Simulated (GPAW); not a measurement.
The system is Al2O3.

```
Al O
1.0
     3.01748    0.00000    0.00000
    -1.50874    2.61322    0.00000
     0.00000    0.00000    7.57464
Al O
2 3
Direct
  0.00000 0.00000 0.72205
  0.00000 0.00000 0.27795
  0.00000 0.00000 0.50000
  0.66667 0.33333 0.80055
  0.33333 0.66667 0.19945
```

Measurements of this composition are mostly on another form, of space group No. 167.

Base run:

* Program: GPAW 26.7.0
* Functional: BLYP
* Potentials or basis: PAW data sets generated in the run's folder for this functional
* Cutoff: 800 eV
* Basis: pw
* k mesh: 7 × 7 × 3
* Occupations: fermi-dirac, width 0.05 eV
* Spin: no spin polarisation

Its results: band gap on the k mesh 2.54 eV, direct; pressure 2.8 GPa; largest force 0.162 eV/Å.

Question: The run is repeated on the same cell with these changes: functional from BLYP to PBEsol. What comes out?

Answer: Band gap on the k mesh 2.23 eV, direct; pressure -1.8 GPa; largest force 0.072 eV/Å.

PBEsol binds more tightly than BLYP, so the same cell stands under less pressure.
